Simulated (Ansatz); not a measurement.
Start from BeO in the wurtzite structure (space group P6_3mc, No. 186; a = 2.7118 Å, c = 4.4046 Å). Axes: x lies along a and z along c of the hexagonal cell.

Computed with PBE in Ansatz (plane waves to 420 eV, PAW, no spin-orbit coupling).

Strains are applied to the cell and any free atomic positions relax.

One change was made to it. Results:

| quantity | base | after |
|---|---|---|
| energy relative to the base (free energy F) | 0 meV/atom | +2.2 meV/atom |
| valence-band top at Γ (three highest levels, from the VBM) | 0.00, -0.04, -0.04 eV | 0.00, -0.10, -0.16 eV |
| shortest interatomic distance | 1.656 Å | 1.648 Å |

Name the change that was made.
A) tensor shear ε_yz = −2.55 %
B) tensor shear ε_xz = −1.34 %
C) isotropic strain −1.29 %

B, tensor shear ε_xz = −1.34 %. For comparison, the energy relative to the base in the other runs: tensor shear ε_yz = −2.55 % gives +7.8 meV/atom; isotropic strain −1.29 % gives +7.1 meV/atom.

The levels and masses belong to the bands next to the band gap. No phonon test of stability was made.

Ansatz is a first-principles code.
